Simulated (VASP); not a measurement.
Write the native input for VASP 6.6.1 that does the following.

| Quantity | Value |
| --- | --- |
| Task | single point |
| Functional | LDA |
| Potentials or basis | VASP PAW LDA potentials, release 64 (W_sv) |
| Cutoff | 520 eV |
| k mesh | 12 × 12 × 12 |
| Occupations | fermi-dirac, width 0.05 eV |
| Spin | no spin polarisation |
| Further INCAR settings | ALGO = Fast; EDIFF = 1e-07; NBANDS = 13 |

The structure of W lies in POSCAR:

```
W
1.0
   -1.5823450000      1.5823450000      1.5823450000
    1.5823450000     -1.5823450000      1.5823450000
    1.5823450000      1.5823450000     -1.5823450000
W
1
Direct
    0.0000000000      0.0000000000      0.0000000000
```

These files were run (other wordings do the same):

INCAR

```
SYSTEM = W
  ALGO = Fast
  EDIFF = 1E-7
  ENCUT = 520
  ISIF = 2
  ISMEAR = -1
  LASPH = .True.
  LCHARG = .False.
  LREAL = .False.
  LWAVE = .False.
  NBANDS = 13
  NELM = 80
  PREC = Accurate
  SIGMA = 0.05
```

KPOINTS

```
k-points
0
Gamma
  12 12 12
  0 0 0
```

Potentials or basis: VASP PAW LDA potentials, release 64 (W_sv).

Run with:

```bash
$ cat potpaw_LDA.64/W_sv/POTCAR > POTCAR
$ mpirun -np 1 vasp_std > vasp.out
```

It gave:

The pressure is -7.2 GPa. The band gap on the k mesh is none (metal or under the smearing width).

Run time: 8.6 s on 1 thread of Intel(R) Xeon(R) Platinum 8488C (Sapphire Rapids), with other jobs on the host, peak memory 0.12 GiB.
